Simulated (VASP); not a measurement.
# Ag (Fm-3m) in VASP: settings compared, part 2 of 2

VASP 6.6.1. Earlier steps stand in the parts before.

## 4. Single point, PBE

INCAR

```
SYSTEM = Ag
  ALGO = Normal
  EDIFF = 1E-6
  ENCUT = 520
  GGA = PE
  ISIF = 2
  ISMEAR = 0
  LASPH = .True.
  LCHARG = .False.
  LREAL = .False.
  LWAVE = .False.
  NBANDS = 12
  NELM = 100
  PREC = Accurate
  SIGMA = 0.012
```

KPOINTS

```
k-points
0
Gamma
  11 11 11
  0 0 0
```

POSCAR

```
Ag
1.0
    0.0000000000      2.0427500000      2.0427500000
    2.0427500000      0.0000000000      2.0427500000
    2.0427500000      2.0427500000      0.0000000000
Ag
1
Direct
    0.0000000000      0.0000000000      0.0000000000
```

The run is started by

```bash
$ cat potpaw_PBE.64/Ag/POTCAR > POTCAR
$ mpirun -np 1 vasp_std > vasp.out
```

Wall time 8.2 s (1 thread of Intel Xeon Platinum 8375C at 2.90GHz (Ice Lake), shared host); peak memory 0.14 GiB.

Results (log left out):

| Quantity | Value |
| --- | --- |
| Free energy | -2.7092 eV |
| Pressure | 4.1 GPa |
| Band gap on the k mesh | none (metal or under the smearing width) |

Levels at points of the mesh, in eV from the Fermi level:
```
           k point  band 3  band 4  band 5  band 6  band 7  band 8  band 9  band 10
(0.00, 0.00, 0.00)   -5.10   -5.10   -4.07   -4.07   15.74   19.32   19.32    19.32
```

## 5. Single point, PBE

INCAR

```
PREC = Accurate
ENCUT = 520
EDIFF = 1E-6
ISMEAR = 0
SIGMA = 0.018000000000000002
LREAL = F
LASPH = T
NELM = 100
ALGO = Normal
ISIF = 2
LWAVE = F
LCHARG = F
GGA = PE
```

KPOINTS

```
Automatic mesh
0
Gamma
  11 11 11
```

POSCAR is that of step 4.

Potentials or basis: VASP PAW PBE potentials, release 64 (Ag).

The run is started by

```bash
$ cat potpaw_PBE.64/Ag/POTCAR > POTCAR
$ mpirun -np 1 vasp_std > vasp.out
```

OUTCAR:

```text
PREC = Accurate
   ENCUT = 520
   EDIFF = 1E-6
   ISMEAR = 0
   LREAL = F
   LASPH = T
   NELM = 100
   ISIF = 2
   GGA = PE

 ion  position               nearest neighbor table
   1  0.000  0.000  0.000-

  LATTYP: Found a face centered cubic cell.
 ALAT       =     4.0855000000

  Lattice vectors:

 A1 = (   0.0000000000,   2.0427500000,   2.0427500000)
 A2 = (   2.0427500000,   0.0000000000,   2.0427500000)
 A3 = (   2.0427500000,   2.0427500000,   0.0000000000)
[... 467 lines left out ...]
      8      20.7698      0.00000
      9      27.0596      0.00000

 [... further k-points ...]

------------------------ aborting loop because EDIFF is reached ----------------------------------------

  FORCE on cell =-STRESS in cart. coord.  units (eV):
  Direction    XX          YY          ZZ          XY          YZ          ZX
  --------------------------------------------------------------------------------------
  -------------------------------------------------------------------------------------
  Total        0.4357690      0.4357690      0.4357690      0.0000000     -0.0000000     -0.0000000
  in kB       40.9535211     40.9535211     40.9535211      0.0000000     -0.0000000     -0.0000000
  external PRESSURE =      40.9535211 kB  Pullay stress =       0.0000000 kB

 VOLUME and BASIS-vectors are now :
 -----------------------------------------------------------------------------
  energy-cutoff  :      520.00
  volume of cell :       17.05
      direct lattice vectors                 reciprocal lattice vectors
     0.000000000  2.042750000  2.042750000    -0.244768082  0.244768082  0.244768082
     2.042750000  0.000000000  2.042750000     0.244768082 -0.244768082  0.244768082
     2.042750000  2.042750000  0.000000000     0.244768082  0.244768082 -0.244768082

 POSITION                                       TOTAL-FORCE (eV/Angst)
 -----------------------------------------------------------------------------------
      0.00000      0.00000      0.00000        -0.000000      0.000000      0.000000
 -----------------------------------------------------------------------------------
    total drift:                                0.000000      0.000000     -0.000000

  FREE ENERGIE OF THE ION-ELECTRON SYSTEM (eV)
  ---------------------------------------------------
  free  energy   TOTEN  =        -2.7091948285 eV

  energy  without entropy=       -2.7091718215  energy(sigma->0) =       -2.70918332
```

Wall time 4.5 s (1 thread of Intel Xeon Platinum 8488C (Sapphire Rapids), shared host); peak memory 0.14 GiB.

What came out:

```yaml
Free_energy: -2.7092 eV
Pressure: 4.1 GPa
Band_gap_on_the_k_mesh: none (metal or under the smearing width)
```

## 6. Relaxation of cell and atoms, HSE03

POSCAR is that of step 5.

INCAR.step1

```
SYSTEM = Ag
PREC = Accurate
ENCUT = 600
EDIFF = 1E-5
ISMEAR = -1
SIGMA = 0.05
LREAL = .FALSE.
LASPH = .TRUE.
NELM = 60
ALGO = Normal
LWAVE = .TRUE.
LCHARG = .FALSE.
GGA = PE
```

INCAR.step2

```
SYSTEM = Ag
PREC = Accurate
ENCUT = 600
EDIFF = 1E-6
ISMEAR = -1
SIGMA = 0.05
LREAL = .FALSE.
LASPH = .TRUE.
NELM = 60
ALGO = Normal
ISIF = 3
LWAVE = .FALSE.
LCHARG = .FALSE.
GGA = PE
LHFCALC = .TRUE.
HFSCREEN = 0.3
PRECFOCK = Normal
IBRION = 2
NSW = 60
EDIFFG = -0.005
ISTART = 1
```

KPOINTS

```
Automatic mesh
0
G
  6 6 6
  0 0 0
```

Potentials or basis: VASP PAW PBE potentials, release 64 (Ag).

The run is started by

```bash
$ cat potpaw_PBE.64/Ag/POTCAR > POTCAR
$ cp INCAR.step1 INCAR
$ mpirun -np 1 vasp_std > vasp.out
$ cp INCAR.step2 INCAR
$ mpirun -np 1 vasp_std > vasp.out
```

OUTCAR:

```text
SYSTEM = Ag
   PREC = Accurate
   ENCUT = 600
   EDIFF = 1E-6
   ISMEAR = -1
   LREAL = .FALSE.
   LASPH = .TRUE.
   NELM = 60
   ISIF = 3
   GGA = PE
   LHFCALC = .TRUE.
   HFSCREEN = 0.3
   PRECFOCK = Normal
   IBRION = 2
   NSW = 60
   EDIFFG = -0.005
   ISTART = 1

 ion  position               nearest neighbor table
   1  0.000  0.000  0.000-

  LATTYP: Found a face centered cubic cell.
 ALAT       =     4.0855000000

  Lattice vectors:

 A1 = (   0.0000000000,   2.0427500000,   2.0427500000)
 A2 = (   2.0427500000,   0.0000000000,   2.0427500000)
 A3 = (   2.0427500000,   2.0427500000,   0.0000000000)

Analysis of symmetry for initial positions (statically):
=====================================================================
 Subroutine PRICEL returns:
[... 177 lines left out ...]

 k-point     1 :       0.0000    0.0000    0.0000
  band No.  band energies     occupation
      1      -0.1818      2.00000
      2       2.3133      2.00000
      3       2.3133      2.00000
      4       2.3133      2.00000
      5       3.3811      2.00000
      6       3.3811      2.00000
      7      25.1450      0.00000
      8      28.9046      0.00000
      9      28.9046      0.00000
[... 247 lines left out ...]
--------------------------------------- Ionic step        3  -------------------------------------------

 number of electron      11.0000000 magnetization

 Free energy of the ion-electron system (eV)
  ---------------------------------------------------
  ext. energy  EPLUGINS =         0.00000000
  ---------------------------------------------------
  free energy    TOTEN  =        -2.71909520 eV

  energy without entropy =       -2.71170328  energy(sigma->0) =       -2.71539924

 E-fermi :   7.2616     XC(G=0):  -9.8408

 val. band max:        7.2075087875   @ k =   0.5000   0.3333   0.1667
 cond. band min:       7.3112714100   @ k =   0.5000   0.0000   0.0000
 fundamental gap:      0.1037626225
 Fermi energy:         7.2616070871

 k-point     1 :       0.0000    0.0000    0.0000
  band No.  band energies     occupation
      1      -0.4889      2.00000
      2       1.7763      2.00000
      3       1.7763      2.00000
      4       1.7763      2.00000
      5       2.7396      2.00000
      6       2.7396      2.00000
      7      24.2173      0.00000
      8      27.6422      0.00000
      9      27.6422      0.00000
[... 206 lines left out ...]
  FREE ENERGIE OF THE ION-ELECTRON SYSTEM (eV)
  ---------------------------------------------------
  free  energy   TOTEN  =        -2.7190952017 eV

  energy  without entropy=       -2.7117032845  energy(sigma->0) =       -2.71539924

 reached required accuracy - stopping structural energy minimisation
```

Wall time 18 min (1 thread of Intel Xeon Platinum 8488C (Sapphire Rapids), shared host); peak memory 0.25 GiB.

Results:

- Free energy: -2.7191 eV
- Relaxed volume: 18.05 Å³/atom
- Relaxed cell: a = 2.945 Å, b = 2.945 Å, c = 2.945 Å, α = 60.00°, β = 60.00°, γ = 60.00°
- Space group after relaxing (to 0.05 Å): Fm-3m (No. 225)
- Energy gained by relaxing: 14.4 meV/atom
- Ionic steps: 3
- Pressure after relaxing: 0.0 GPa
- Band gap on the k mesh: none (metal or under the smearing width)

Step by step:
```
step  energy change (eV)  largest force (eV/Å)  pressure (GPa)  volume (Å³)
   1              0.0000                0.0000            4.90        17.05
   2             -0.0133                0.0000           -1.17        18.37
   3             -0.0144                0.0000            0.02        18.05
```

Final structure:
```cif
data_structure
_symmetry_space_group_name_H-M 'P 1'
_symmetry_Int_Tables_number 1
_cell_length_a 2.9446
_cell_length_b 2.9446
_cell_length_c 2.9446
_cell_angle_alpha 60.000
_cell_angle_beta 60.000
_cell_angle_gamma 60.000
_cell_volume 18.05
loop_
_atom_site_label
_atom_site_type_symbol
_atom_site_fract_x
_atom_site_fract_y
_atom_site_fract_z
_atom_site_occupancy
Ag1 Ag 0.00000 0.00000 0.00000 1
```

Caveat: the k mesh is coarse (spacing up to 0.44 Å⁻¹), so the values aren't converged, least of all with exact exchange; the PAW data sets were made with another functional, which shifts forces and pressure a little.

## 7. The reference run

An earlier run on the cell as given: functional PBEsol; potentials or basis VASP PAW PBE potentials, release 64 (Ag); cutoff 520 eV; k mesh 11 × 11 × 11; occupations fermi-dirac, width 0.05 eV; no spin polarisation.

* Pressure: -3.1 GPa
* Band gap on the k mesh: none (metal or under the smearing width)

## 8. Overview

| task | level | cell | k mesh | cutoff (eV) | smearing | grid for exact exchange (PRECFOCK) | ladder | mesh quality | gap on the mesh (eV) | pressure (GPa) | relaxed volume (Å³/atom) |
| --- | --- | --- | --- | --- | --- | --- | --- | --- | --- | --- | --- |
| relaxation of cell and atoms | optB88-vdW | relaxed | 11 × 11 × 11 | 600 | fermi-dirac 0.05 eV | - | - | not flagged | none | -0.1 | 17.56 |
| relaxation of cell and atoms | BEEF-vdW | relaxed | 11 × 11 × 11 | 600 | fermi-dirac 0.05 eV | - | - | not flagged | none | 0.1 | 18.56 |
| single point | PBE | as given | 11 × 11 × 11 | 520 | gaussian 0.012 eV | - | - | not flagged | none | 4.1 | - |
| single point | PBE | as given | 11 × 11 × 11 | 520 | gaussian 0.018 eV | - | - | not flagged | none | 4.1 | - |
| relaxation of cell and atoms | HSE03 | relaxed | 6 × 6 × 6 | 600 | fermi-dirac 0.05 eV | Normal | - | coarse | none | 0.0 | 18.05 |
| single point | PBEsol | as given | 11 × 11 × 11 | 520 | fermi-dirac 0.05 eV | - | free | not flagged | none | -3.1 | - |

Alike in all rows: potentials or basis VASP PAW PBE potentials, release 64 (Ag); no spin polarisation.

Caveats: some runs use coarse meshes; the PAW data sets were made with another functional, which shifts forces and pressure a little (some runs).

Total energies depend on the potentials used, so only differences within one code and one set of settings carry meaning.
